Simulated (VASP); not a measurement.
# SnSe (Fm-3m) in VASP: further runs

One crystal, SnSe, is run at these levels: PBE; tasks: single point, relaxation of cell and atoms.

Everything below comes from runs of VASP 6.6.1. Logs are shortened: lines on timing, memory, paths and dates and some standing lists are left out, and cuts for length are marked.

**1. The crystal as given**

The structure is cubic, space group Fm-3m (No. 225). The conventional cell has a = 6.062 Å, b = 6.062 Å, c = 6.062 Å, α = 90.00°, β = 90.00°, γ = 90.00°. Sn (site symmetry m-3m) has 6 Se at 3.03 Å as nearest neighbours. Se (site symmetry m-3m) is surrounded by 6 Sn at 3.03 Å.

Measurements of this composition are mostly on another form, of space group No. 62.

**2. Single point, PBE**

Contents of INCAR:

```
SYSTEM = SnSe
PREC     = Accurate       ! precision mode
ENCUT    = 520            ! plane-wave cutoff, eV
EDIFF    = 1E-7           ! SCF threshold, eV
ISMEAR   = 0              ! smearing method
SIGMA    = 0.02           ! smearing width, eV
LREAL    = .FALSE.        ! projectors in reciprocal space
LASPH    = .TRUE.         ! aspherical terms in the spheres
NELM     = 100            ! most SCF steps
ALGO     = Normal         ! electronic algorithm
ISIF     = 2              ! what is computed and relaxed
LWAVE    = .FALSE.        ! write WAVECAR
LCHARG   = .FALSE.        ! write CHGCAR
GGA      = PE             ! functional
NBANDS   = 17             ! bands
```

Contents of KPOINTS:

```
Automatic mesh
0
G
  10 10 10
  0 0 0
```

Contents of POSCAR:

```
SnSe
1.0
    0.0000000000     -3.0308108261     -3.0308108261
    3.0308108261      0.0000000000     -3.0308108261
    3.0308108261     -3.0308108261      0.0000000000
Sn Se
1 1
Direct
    0.0000000000      0.0000000000      0.0000000000
    0.5000000000      0.5000000000      0.5000000000
```

Potentials or basis: VASP PAW PBE potentials, release 64 (Sn_d, Se).

Launch:

```bash
cat potpaw_PBE.64/Sn_d/POTCAR potpaw_PBE.64/Se/POTCAR > POTCAR
mpirun -np 1 vasp_std > vasp.out
```

OUTCAR:

```text
SYSTEM = SnSe
   PREC = Accurate
   ENCUT = 520
   EDIFF = 1E-7
   ISMEAR = 0
   LREAL = .FALSE.
   LASPH = .TRUE.
   NELM = 100
   ISIF = 2
   GGA = PE

 ion  position               nearest neighbor table
   1  0.000  0.000  0.000-   2 3.03   2 3.03   2 3.03   2 3.03   2 3.03   2 3.03
   2  0.500  0.500  0.500-   1 3.03   1 3.03   1 3.03   1 3.03   1 3.03   1 3.03

  LATTYP: Found a face centered cubic cell.
 ALAT       =     6.0616216522

  Lattice vectors:

 A1 = (   0.0000000000,  -3.0308108261,  -3.0308108261)
 A2 = (   3.0308108261,   0.0000000000,  -3.0308108261)
 A3 = (   3.0308108261,  -3.0308108261,   0.0000000000)

Analysis of symmetry for initial positions (statically):
=====================================================================
 Subroutine PRICEL returns:
 Original cell was already a primitive cell.

 Routine SETGRP: Setting up the symmetry group for a
 face centered cubic supercell.

 Subroutine GETGRP returns: Found 48 space group operations
 (whereof 48 operations were pure point group operations)
 out of a pool of 48 trial point group operations.

The static configuration has the point symmetry O_h .

Analysis of symmetry for dynamics (positions and initial velocities):
=====================================================================
 Subroutine PRICEL returns:
 Original cell was already a primitive cell.

 Routine SETGRP: Setting up the symmetry group for a
 face centered cubic supercell.

 Subroutine GETGRP returns: Found 48 space group operations
 (whereof 48 operations were pure point group operations)
 out of a pool of 48 trial point group operations.

The dynamic configuration has the point symmetry O_h .

 Subroutine INISYM returns: Found 48 space group operations
 (whereof 48 operations are pure point group operations),
 and found     1 'primitive' translations

----------------------------------------------------------------------------------------

                                     Primitive cell

  volume of cell :      55.6809

  direct lattice vectors                    reciprocal lattice vectors
     0.000000000 -3.030810826 -3.030810826    -0.164972355 -0.164972355 -0.164972355
     3.030810826  0.000000000 -3.030810826     0.164972355  0.164972355 -0.164972355
     3.030810826 -3.030810826  0.000000000     0.164972355 -0.164972355  0.164972355

  length of vectors
     4.286213775  4.286213775  4.286213775     0.285740501  0.285740501  0.285740501

  position of ions in fractional coordinates (direct lattice)
     0.000000000  0.000000000  0.000000000
     0.500000000  0.500000000  0.500000000

  ion indices of the primitive-cell ions
   primitive index   ion index
                 1           1
                 2           2

----------------------------------------------------------------------------------------

 KPOINTS: Automatic mesh

Automatic generation of k-mesh.
 Grid dimensions read from file:
 generate k-points for:   10   10   10

 Generating k-lattice:

  Cartesian coordinates                     Fractional coordinates (reciprocal lattice)
    -0.016497236 -0.016497236 -0.016497236     0.100000000  0.000000000  0.000000000
     0.016497236  0.016497236 -0.016497236     0.000000000  0.100000000  0.000000000
     0.016497236 -0.016497236  0.016497236     0.000000000  0.000000000  0.100000000

  Length of vectors
     0.028574050  0.028574050  0.028574050

  Shift w.r.t. Gamma in fractional coordinates (k-lattice)
     0.000000000  0.000000000  0.000000000

 Subroutine IBZKPT returns following result:
 ===========================================

 Found     47 irreducible k-points:

 Following reciprocal coordinates:
            Coordinates               Weight
  0.000000  0.000000  0.000000      1.000000
  0.100000  0.000000  0.000000      8.000000
  0.200000  0.000000  0.000000      8.000000
  0.300000  0.000000  0.000000      8.000000
  0.400000  0.000000  0.000000      8.000000
  0.500000  0.000000  0.000000      4.000000
[... 16 lines left out ...]
  0.300000  0.300000  0.000000      6.000000
  0.400000  0.300000  0.000000     24.000000
 [... further k-points ...]
   k-points           NKPTS =     47   k-points in BZ     NKDIM =     47   number of bands    NBANDS=     17
   number of dos      NEDOS =    301   number of ions     NIONS =      2
   total plane-waves  NPLWV =  32768
   dimension x,y,z NGX =    32 NGY =   32 NGZ =   32
   dimension x,y,z NGXF=    64 NGYF=   64 NGZF=   64
   ions per type =               1   1
   NGX,Y,Z   is equivalent  to a cutoff of  12.41, 12.41, 12.41 a.u.
   NGXF,Y,Z  is equivalent  to a cutoff of  24.82, 24.82, 24.82 a.u.
 SYSTEM =  SnSe
   PREC   = accura    normal or accurate (medium, high low for compatibility)
   ISTART =      0    job   : 0-new  1-cont  2-samecut
   ICHARG =      2    charge: 1-file 2-atom 10-const
   ISPIN  =      1    spin polarized calculation?
   LNONCOLLINEAR =      F non collinear calculations
   LSORBIT =      F    spin-orbit coupling
   LASPH  =      T    aspherical Exc in radial PAW
   ENCUT  =  520.0 eV  38.22 Ry    6.18 a.u.   7.97  7.97  7.97*2*pi/ulx,y,z
   NELM   =    100;   NELMIN=  2; NELMDL= -5     # of ELM steps
   EDIFF  = 0.1E-06   stopping-criterion for ELM
   LREAL  =      F    real-space projection
   EDIFFG = 0.1E-05   stopping-criterion for IOM
   NSW    =      0    number of steps for IOM
   IBRION =     -1    ionic relax: 0-MD 1-quasi-New 2-CG
   NFREE  =      0    steps in history (QN), initial steepest desc. (CG)
   ISIF   =      2    stress and relaxation
   ISYM   =      2    0-nonsym 1-usesym 2-fastsym
   POTIM  = 0.5000    time-step for ionic-motion
   TEBEG  =    0.0;   TEEND  =   0.0 temperature during run
   PSTRESS=    0.0 pullay stress
   NELECT =      20.0000    total number of electrons
   NUPDOWN=      -1.0000    fix difference up-down
   EMIN   =  10.00;   EMAX   =-10.00  energy-range for DOS
   EFERMI =   0.00;   METHOD = LEGACY
   ISMEAR =     0;   SIGMA  =   0.02  broadening in eV -4-tet -1-fermi 0-gaus
   EFERMI_NEDOS =   21; number of points for ismear=-14 and -15
   IALGO  =     38    algorithm
   IMIX   =      4    mixing-type and parameters
     AMIX     =   0.40;   BMIX     =  1.00
     AMIX_MAG =   1.60;   BMIX_MAG =  1.00
  volume/ion in A,a.u.               =      27.84       187.88
  Fermi-wavevector in a.u.,A,eV,Ry     =   1.163722  2.199116 18.425682  1.354249
  Thomas-Fermi vector in A             =   2.300269
   LORBIT       =      0    0 simple, 1 ext, 2 COOP (PROOUT), +10 PAW based schemes
   GGA     = PE    functional components
   LHFCALC =     F    Hartree Fock is set to
   AEXX    =    0.0000 exact exchange contribution
   IVDW    =     0    specifies the selected vdW correction
   LEPSILON=     F    determine dielectric tensor
   LRPA    =     F    only Hartree local field effects (RPA)
 non-spin polarized calculation
 Gauss-broadening in eV      SIGMA  =   0.02
  energy-cutoff  :      520.00
  volume of cell :       55.68
 maximum number of plane-waves:      1524
   NGX = 15   NGY = 15   NGZ = 15

 number of electron      19.9999999 magnetization

 Free energy of the ion-electron system (eV)
  ---------------------------------------------------
  ext. energy  EPLUGINS =         0.00000000
  ---------------------------------------------------
  free energy    TOTEN  =        -8.21696308 eV

  energy without entropy =       -8.21696308  energy(sigma->0) =       -8.21696308

 E-fermi :   5.5544     XC(G=0):  -9.5033

 val. band max:        5.3737588293   @ k =   0.5000   0.0000   0.0000
 cond. band min:       5.8621355864   @ k =  -0.4000   0.1000   0.0000
 fundamental gap:      0.4883767571
 Fermi energy:         5.5544354542

 k-point     1 :       0.0000    0.0000    0.0000
  band No.  band energies     occupation
      1     -16.2495      2.00000
      2     -16.2495      2.00000
      3     -16.2495      2.00000
      4     -16.2464      2.00000
      5     -16.2464      2.00000
      6      -8.3626      2.00000
[... 9 lines left out ...]
     16      11.2534      0.00000
     17      13.4954      0.00000

 k-point     2 :       0.1000    0.0000    0.0000
  band No.  band energies     occupation
      1     -16.2492      2.00000
      2     -16.2489      2.00000
      3     -16.2489      2.00000
      4     -16.2465      2.00000
      5     -16.2465      2.00000
      6      -8.2949      2.00000
[... 9 lines left out ...]
     16      11.4916      0.00000
     17      14.1622      0.00000

 k-point     3 :       0.2000    0.0000    0.0000
  band No.  band energies     occupation
      1     -16.2497      2.00000
      2     -16.2497      2.00000
      3     -16.2487      2.00000
      4     -16.2446      2.00000
      5     -16.2446      2.00000
      6      -8.1049      2.00000
[... 9 lines left out ...]
     16      12.1158      0.00000
     17      15.6783      0.00000

 k-point     4 :       0.3000    0.0000    0.0000
  band No.  band energies     occupation
      1     -16.2518      2.00000
      2     -16.2518      2.00000
      3     -16.2479      2.00000
      4     -16.2411      2.00000
      5     -16.2411      2.00000
      6      -7.8373      2.00000
[... 9 lines left out ...]
     16      13.0837      0.00000
     17      17.1367      0.00000
[... 343 lines left out ...]
      1     -16.2522      2.00000
      2     -16.2503      2.00000
      3     -16.2472      2.00000
      4     -16.2437      2.00000
      5     -16.2399      2.00000
      6      -7.7485      2.00000
[... 9 lines left out ...]
     16      14.7087      0.00000
     17      15.0993      0.00000

 k-point    23 :       0.3000    0.3000    0.0000
  band No.  band energies     occupation
      1     -16.2609      2.00000
      2     -16.2533      2.00000
      3     -16.2419      2.00000
      4     -16.2392      2.00000
      5     -16.2392      2.00000
      6      -7.6694      2.00000
[... 9 lines left out ...]
     16      15.4950      0.00000
     17      15.4965      0.00000

 k-point    24 :       0.4000    0.3000    0.0000
  band No.  band energies     occupation
      1     -16.2640      2.00000
      2     -16.2532      2.00000
      3     -16.2423      2.00000
      4     -16.2374      2.00000
      5     -16.2364      2.00000
      6      -7.4773      2.00000
[... 9 lines left out ...]
     16      15.9463      0.00000
     17      16.6510      0.00000

 [... further k-points ...]

------------------------ aborting loop because EDIFF is reached ----------------------------------------

  FORCE on cell =-STRESS in cart. coord.  units (eV):
  Direction    XX          YY          ZZ          XY          YZ          ZX
  --------------------------------------------------------------------------------------
  -------------------------------------------------------------------------------------
  Total       -0.0072187     -0.0072187     -0.0072187      0.0000000      0.0000000      0.0000000
  in kB       -0.2077115     -0.2077115     -0.2077115      0.0000000      0.0000000      0.0000000
  external PRESSURE =      -0.2077115 kB  Pullay stress =       0.0000000 kB

 VOLUME and BASIS-vectors are now :
 -----------------------------------------------------------------------------
  energy-cutoff  :      520.00
  volume of cell :       55.68
      direct lattice vectors                 reciprocal lattice vectors
     0.000000000 -3.030810826 -3.030810826    -0.164972355 -0.164972355 -0.164972355
     3.030810826  0.000000000 -3.030810826     0.164972355  0.164972355 -0.164972355
     3.030810826 -3.030810826  0.000000000     0.164972355 -0.164972355  0.164972355

 POSITION                                       TOTAL-FORCE (eV/Angst)
 -----------------------------------------------------------------------------------
      0.00000      0.00000      0.00000        -0.000000      0.000000     -0.000000
      3.03081     -3.03081     -3.03081         0.000000     -0.000000      0.000000
 -----------------------------------------------------------------------------------
    total drift:                                0.000000      0.000000      0.000000

  FREE ENERGIE OF THE ION-ELECTRON SYSTEM (eV)
  ---------------------------------------------------
  free  energy   TOTEN  =        -8.2169630825 eV

  energy  without entropy=       -8.2169630825  energy(sigma->0) =       -8.21696308
```

Run time: 44 s. Hardware: 1 thread of Intel Xeon Platinum 8375C at 2.90GHz (Ice Lake), shared host; peak memory 0.2 GiB.

What came out:

| Item | Value |
| --- | --- |
| Free energy | -8.2170 eV |
| Pressure | 0.0 GPa |
| Band gap on the k mesh | 0.49 eV, indirect (least direct gap 0.49 eV) |

Caveat: spin-orbit coupling is left out, which moves the levels of the heavy elements. A k mesh can miss the band edges.

(Continued in part 2 of 2.)
